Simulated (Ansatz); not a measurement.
# Cu (I4/mmm) in Ansatz: a series of runs

The runs below take Cu through single point, with PBE.

Program: Ansatz 0.2.0. These are calculated values, not measurements. Logs are shortened: lines on timing, memory, paths and dates and some standing lists are left out, and cuts for length are marked.

## (1) Starting point

The structure is tetragonal, space group I4/mmm (No. 139). The conventional cell has a = 2.886 Å, b = 2.886 Å, c = 2.752 Å, α = 90.00°, β = 90.00°, γ = 90.00°. Cu (site symmetry 4/mmm) has 10 Cu at 2.46 to 2.75 Å as nearest neighbours.

This isn't the form of Cu at room conditions, which is fcc.

## (2) Single point, PBE

The input, input.yaml:

```yaml
crystal:
  lattice:
    - [-1.44279332, 1.44279332, 1.37608145]
    - [1.44279332, -1.44279332, 1.37608145]
    - [1.44279332, 1.44279332, -1.37608145]
  atoms:
    - { symbol: Cu, position: [0.0, 0.0, 0.0] }
hamiltonian:
  xc: pbe
  pseudopotentials: { kind: paw }
kpoints:
  mp_grid: { grid: [13, 13, 13] }
scf:
  occupations: { method: gaussian, width: 0.013 }
output:
  forces: true
  stress: true
  eigenvalues: true
```

Potentials or basis: Ansatz PAW.

Command:

```console
> ansatz run input.yaml --threads 2 --pin off --max-ram 5632MiB --backend cpu --events-out ev --progress --plain --runs-dir out
```

Output:

```text
Warning: RAYON_NUM_THREADS=2 ignored (pool sized by the plan → 2); use --threads N
Engine: ansatz 0.2.0, aarch64-unknown-linux-gnu
Pseudopotentials: kind: paw
Pseudopotential: Cu, paw, valence charge 19, recommended cutoff 420 eV (normal), Cu.paw.azcp
Functional definition: PBE
  parameter kappa = 0.804
  parameter beta = 0.06672455060314922
  exchange = pbe_x(kappa = kappa, mu = beta*pi^2/3)
  correlation = pbe_c(beta = beta)
Crystal: 1 atoms, lattice volume = 11.458 Å³
Basis set: ecut = 420 eV, 225 PW (Γ), exchange–correlation on 36×36×36 points (8 copies of the dense FFT grid, shifted against one another)
Bands: 14, of which v1, the nominal top of the filled ones, is band 10 counted from 1 (9 counted from 0)
Symmetry: 16 space group operations
Space group: I4/mmm (ITA 139), of the structure as read, at distance tolerance 2.3e-5 Å
k-points: 196 of 2197
Non-local potential: Cu, projectors of the file, l = 0: 3, l = 1: 2, l = 2: 3, l = 3: 1
PAW form: soft (Blöchl's): semilocal exchange-correlation on the pseudo side does not see the compensation charge
PAW one-centre angular grid: Cu, 590 points (default); XC on 64 Gauss nodes
Initial density: superposition of atomic densities (neutral atoms: chi_scale 0, normalization atom), corrected by the library's trained network
Initial wavefunctions: pseudopotential atomic-orbital guess
Functional: x = pbe(κ = 0.804, μ = 0.2195149727645171), c = pbe(β = 0.06672455060314922)
SCF iter   1: F=—  HF=-6625.130077 eV  |F-HF|=—  |Δ(HF+E_count)|=         —  Δρ=1.12e-3  dr2=4.25e-5  ethr=1.77e-3  ⟨swp⟩=5.0  Hψ=14058  notcnv=0
preconditioner: auto → none  [insulator: Δε(μ)=0.038 eV  Ē_g=17.604 eV  σ=0.013 eV  W_gap=0.72  n_scr=0 (ndim 8)  ℏωp=36.4 eV  f_vac=0.000  D(μ)=0.54/eV (n_scr^D=0)  ε∞_Penn≈5.3]
SCF iter   2: F=—  HF=-6625.130206 eV  |F-HF|=—  |Δ(HF+E_count)|=   1.30e-4  Δρ=5.08e-4  dr2=5.31e-6  ethr=2.24e-7  ⟨swp⟩=2.4  Hψ=6619  notcnv=0  defer=3
SCF iter   3: F=—  HF=-6625.130221 eV  |F-HF|=—  |Δ(HF+E_count)|=   1.51e-5  Δρ=8.67e-5  dr2=1.40e-7  ethr=2.80e-8  ⟨swp⟩=2.0  Hψ=3637  notcnv=0  defer=3
iter 4 did not close the SCF: its close was put off for the readings that it lacked (scf_convergence_deferred on its scf_iter line)
SCF iter   4: F=-6625.130222 eV  HF=-6625.130222 eV  |F-HF|=3.22e-8  |Δ(HF+E_count)|=   4.88e-7  Δρ=2.15e-5  dr2=2.68e-8  ethr=7.37e-10  ⟨swp⟩=2.0  Hψ=3735  notcnv=0  defer=3
iter 5 did not close the SCF: its close was put off for the readings that it lacked (scf_convergence_deferred on its scf_iter line)
SCF iter   5: F=-6625.130222 eV  HF=-6625.130222 eV  |F-HF|=5.18e-10  |Δ(HF+E_count)|=   5.27e-9  Δρ=3.40e-6  dr2=3.16e-10  ethr=1.41e-10  ⟨swp⟩=2.1  Hψ=3701  notcnv=0  defer=3
SCF iter   6: F=-6625.130222 eV  HF=-6625.130222 eV  |F-HF|=9.09e-13  |Δ(HF+E_count)|=  6.68e-10  Δρ=1.96e-7  dr2=9.27e-13  ethr=1.66e-12  ⟨swp⟩=2.5  Hψ=9070  notcnv=0
SCF 1 converged in 6 iterations: F = -6625.130222 eV  dr2 = 9.27e-13
SCF converged after 6 iterations
Free energy (F): -6625.130222 eV
Harris-Foulkes:  -6625.130222 eV  (|F-HF|=9.09e-13)
Internal energy: -6625.130176 eV  (E = F + TS)
E sigma→0 (E₀):  -6625.130199 eV
Entropy (-TS):   -0.000045 eV (-0.045 meV/atom)
Fermi energy:    17.371199 eV
--- Per-component energies (eV) ---
  E_band       = -348.298720
  E_kinetic    = 300.375349
  E_local      = -3994.485281  (includes V_loc(G=0)·N_el)
  E_nonlocal   = 389.644315
  E_hartree    = 1761.711489
  E_xc         = -89.847917
  E_vxc        = -115.970069  (∫ρ·V_xc dr)
  E_paw        = -1662.593759  (= ΣΔE_a)
  E_vpaw       = -451.286291  (= ΣTr[D̂ρ^β])
  E_aug_tail   = 0.000278  (compensation charges beyond the density's cutoff)
  E_ewald      = -3329.934651
  E_smearing   = -0.000045  (= −TS)
  E_closure    = -0.000000  (closes the sum)
  Σ components = -6625.130222   (vs F -6625.130222, Δ=0.00e0)
--- Forces (eV/Å), atoms counted from 1 ---
  atom   1  Cu     0.00000000     0.00000000    -0.00000000
  max |Σ_I F_I| component: 9.86e-32 eV/Å
--- Stress (GPa, compression-positive) ---
        7.130915      -0.000000       0.000000
       -0.000000       7.130915       0.000000
        0.000000       0.000000       7.424986
  P = ⅓ Tr σ = 7.2289 GPa (72.289 kbar)
--- Band table (eV; the first three rows and the last of 196) ---
  k-point 0: bands = ["-95.2183", "-52.5211", "-52.5196", "-52.5196", "7.7911", "14.1319", "14.3306", "14.3306", "15.2130", "15.4204", "42.3063", "42.3063", "43.5658", "46.0578"]
  k-point 1: bands = ["-95.2173", "-52.5269", "-52.5235", "-52.5194", "8.0168", "14.1353", "14.2915", "14.4190", "15.1694", "15.4161", "39.6852", "42.1271", "43.0332", "44.4630"]
  k-point 2: bands = ["-95.2146", "-52.5469", "-52.5301", "-52.5188", "8.6780", "14.1296", "14.1841", "14.6702", "15.0793", "15.4056", "35.6032", "40.7728", "42.0733", "42.3279"]
  k-point 195: bands = ["-95.1876", "-52.6172", "-52.6164", "-52.6063", "12.6409", "12.6935", "15.8515", "15.8856", "15.8874", "24.1988", "25.3127", "27.1412", "31.0977", "32.0394"]
```

It took 1.2 s on 2 threads of Arm Neoverse V1, shared host; peak memory 0.29 GiB.

What came out:

```yaml
Free_energy: -6625.1302 eV
Pressure: 7.2 GPa
Band_gap_on_the_k_mesh: none (metal or under the smearing width)
```

Stress tensor (GPa, compression positive):
```
7.13 0.00 0.00
0.00 7.13 0.00
0.00 0.00 7.42
```

## (3) Single point, PBE

Edit input.yaml of step 2 so:

```diff
@@ -13,3 +13,3 @@
 scf:
-  occupations: { method: gaussian, width: 0.013 }
+  occupations: { method: gaussian, width: 0.014 }
 output:
```

Potentials or basis: Ansatz PAW.

Command:

```console
> ansatz run input.yaml --threads 2 --pin off --max-ram 5632MiB --backend cpu --events-out ev --progress --plain --runs-dir out
```

Run time: 1.3 s. Hardware: 2 threads of Arm Neoverse V1, shared host; peak memory 0.29 GiB.

It converged, with:

```yaml
Free_energy: -6625.1302 eV
Pressure: 7.2 GPa
Band_gap_on_the_k_mesh: none (metal or under the smearing width)
```

Stress tensor (GPa, compression positive):
```
7.13 0.00 0.00
0.00 7.13 0.00
0.00 0.00 7.42
```

Levels at points of the mesh, in eV from the Fermi level:
```tsv
k point	band 6	band 7	band 8	band 9	band 10	band 11	band 12	band 13	band 14
(0.00, 0.00, 0.00)	-3.24	-3.04	-3.04	-2.16	-1.95	24.93	24.93	26.19	28.69
```
